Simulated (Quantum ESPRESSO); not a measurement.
Wanted: the native input for a Quantum ESPRESSO 7.5 run.

```
Task                       : work function
Functional                 : PBE
Potentials or basis        : Ansatz NC SR PBE
Cutoff                     : 1143 eV
Density cutoff             : 4572 eV
k mesh                     : 11 × 11 × 1
Occupations                : fermi-dirac, width 0.05 eV
Spin                       : no spin polarisation
Boundary across the vacuum : none
Mixing mode                : local-TF
Mixing beta                : 0.3
Most SCF iterations        : 150
SCF threshold              : 5e-09 Ry
```

Slab: Zn, a slab with vacuum.

```
Zn
1.0
     2.77861    0.00000    0.00000
    -1.38931    2.40635    0.00000
     0.00000    0.00000   24.07491
Zn
5
Direct
  0.66667 0.33333 0.31153
  0.33333 0.66667 0.40576
  0.00000 0.00000 0.50000
  0.66667 0.33333 0.59424
  0.33333 0.66667 0.68847
```

These files were run (other wordings do the same):

pw.in

```
&CONTROL
  calculation = 'scf'
  prefix = 'pwscf'
  outdir = './tmp'
  pseudo_dir = './pseudo'
  tprnfor = .true.
  disk_io = 'low'
/
&SYSTEM
  ibrav = 0
  celldm(1) = 8
  nat = 5
  ntyp = 1
  ecutwfc = 84
  nbnd = 64
  occupations = 'smearing'
  smearing = 'fd'
  degauss = 0.00367493
/
&ELECTRONS
  conv_thr = 5d-09
  electron_maxstep = 150
  mixing_beta = 0.3
  mixing_mode = 'local-TF'
/
ATOMIC_SPECIES
Zn    65.3800 Zn.upf
CELL_PARAMETERS alat
  0.6563521654409  -0.0000000000000   0.0000000000000
 -0.3281760827204   0.5684176491007  -0.0000000000000
  0.0000000000000   0.0000000000000   5.6868736795412
ATOMIC_POSITIONS crystal
Zn     0.6666666667    0.3333333333    0.3115276234
Zn     0.3333333333    0.6666666667    0.4057638117
Zn     0.0000000000    0.0000000000    0.5000000000
Zn     0.6666666667    0.3333333333    0.5942361883
Zn     0.3333333333    0.6666666667    0.6884723766
K_POINTS automatic
11 11 1 0 0 0
```

pp_density.in

```
&INPUTPP
  prefix = 'pwscf'
  outdir = './tmp'
  filplot = 'density.dat'
  plot_num = 0
/
&PLOT
  nfile = 1
  filepp(1) = 'density.dat'
  iflag = 3
  output_format = 6
  fileout = 'density.cube'
/
```

pp_potential.in

```
&INPUTPP
  prefix = 'pwscf'
  outdir = './tmp'
  filplot = 'potential.dat'
  plot_num = 11
/
&PLOT
  nfile = 1
  filepp(1) = 'potential.dat'
  iflag = 3
  output_format = 6
  fileout = 'potential.cube'
/
```

pp_elf.in

```
&INPUTPP
  prefix = 'pwscf'
  outdir = './tmp'
  filplot = 'elf.dat'
  plot_num = 8
/
&PLOT
  nfile = 1
  filepp(1) = 'elf.dat'
  iflag = 3
  output_format = 6
  fileout = 'elf.cube'
/
```

Potentials or basis: Ansatz NC SR PBE.

Command:

```bash
$ OMP_NUM_THREADS=1 pw.x -in pw.in > pw.out
$ OMP_NUM_THREADS=1 pp.x -in pp_density.in > pp_density.out
$ OMP_NUM_THREADS=1 pp.x -in pp_potential.in > pp_potential.out
$ OMP_NUM_THREADS=1 pp.x -in pp_elf.in > pp_elf.out
```

It gave:

* Largest force: 0.062 eV/Å
* Band gap on the k mesh: none (metal or under the smearing width)
* Work function of the upper face: 4.22 eV
* Work function of the lower face: 4.22 eV

It took 5.6 min on 1 thread of Arm Neoverse V1, on a shared host, peak memory 0.43 GiB.
